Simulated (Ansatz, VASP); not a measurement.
One calculation of Au, two programs

The input INCAR:

```
SYSTEM = Au
PREC = Accurate
ENCUT = 520
EDIFF = 1E-7
ISMEAR = -1
SIGMA = 0.05
LREAL = .FALSE.
LASPH = .TRUE.
NELM = 60
ALGO = Fast
ISIF = 2
LWAVE = .FALSE.
LCHARG = .FALSE.
LMAXMIX = 4
GGA = RP
```

Contents of KPOINTS:

```
Automatic mesh
0
G
  11 11 11
  0 0 0
```

POSCAR

```
Au
1.0
    0.0000000000      2.0350000000      2.0350000000
    2.0350000000      0.0000000000      2.0350000000
    2.0350000000      2.0350000000      0.0000000000
Au
1
Direct
    0.0000000000      0.0000000000      0.0000000000
```

Contents of KPOINTS_OPT:

```
path GXWKGLUWLK,UX
20
line-mode
reciprocal
 0.0000000000  0.0000000000  0.0000000000  G
 0.5000000000  0.0000000000  0.5000000000  X

 0.5000000000  0.0000000000  0.5000000000  X
 0.5000000000  0.2500000000  0.7500000000  W

 0.5000000000  0.2500000000  0.7500000000  W
 0.3750000000  0.3750000000  0.7500000000  K

 0.3750000000  0.3750000000  0.7500000000  K
 0.0000000000  0.0000000000  0.0000000000  G

 0.0000000000  0.0000000000  0.0000000000  G
 0.5000000000  0.5000000000  0.5000000000  L

 0.5000000000  0.5000000000  0.5000000000  L
 0.6250000000  0.2500000000  0.6250000000  U

 0.6250000000  0.2500000000  0.6250000000  U
 0.5000000000  0.2500000000  0.7500000000  W

 0.5000000000  0.2500000000  0.7500000000  W
 0.5000000000  0.5000000000  0.5000000000  L

 0.5000000000  0.5000000000  0.5000000000  L
 0.3750000000  0.3750000000  0.7500000000  K

 0.6250000000  0.2500000000  0.6250000000  U
 0.5000000000  0.0000000000  0.5000000000  X
```

Contents of input.yaml:

```yaml
crystal:
  lattice:
    - [0.0, 2.035, 2.035]
    - [2.035, 0.0, 2.035]
    - [2.035, 2.035, 0.0]
  atoms:
    - { symbol: Au, position: [0.0, 0.0, 0.0] }
hamiltonian:
  xc: rpbe
  pseudopotentials: { kind: paw }
kpoints:
  mp_grid: { grid: [11, 11, 11] }
  band_path:
    path:
      - [[0.0, 0.0, 0.0], [0.5, 0.0, 0.5], [0.5, 0.25, 0.75], [0.375, 0.375, 0.75], [0.0, 0.0, 0.0], [0.5, 0.5, 0.5], [0.625, 0.25, 0.625], [0.5, 0.25, 0.75], [0.5, 0.5, 0.5], [0.375, 0.375, 0.75]]
      - [[0.625, 0.25, 0.625], [0.5, 0.0, 0.5]]
    npoints: 14
scf:
  occupations: { method: fermi_dirac, width: 0.05 }
  n_extra_bands: 6
output:
  forces: true
  stress: true
  eigenvalues: true
  fatbands: false
```

Alike in both runs: task band structure; functional RPBE; k mesh 11 × 11 × 11; occupations fermi-dirac, width 0.05 eV; no spin polarisation.

|  | VASP | Ansatz |
| --- | --- | --- |
| version | VASP 6.6.1 | Ansatz 0.2.0 |
| potentials or method | VASP PAW PBE potentials, release 64 (Au) | Ansatz PAW |
| plane-wave cutoff (eV) | 520 | 420 |
| valence electrons in the cell | 11 | 19 |

Ansatz gave:

| Quantity | Value |
| --- | --- |
| gap on the k mesh at the Fermi level (eV) | none |
| pressure (GPa) | 14.9 |

What did VASP give for the same quantities?

gap on the k mesh at the Fermi level (eV): none; pressure (GPa): 14.6.

A gap of «none» marks a metal or a gap that the smearing closes. With one functional, cell and mesh, what is left measures potentials, basis and numerics. The two sets of potentials don't hold the same shells in valence.

Caveats: spin-orbit coupling is left out, which moves the levels of the heavy elements; the PAW data sets were made with another functional, which shifts forces and pressure a little (VASP); the PAW data sets come from PBE, with cores solved anew for the run's functional, which leaves a small shift of forces and pressure (Ansatz).
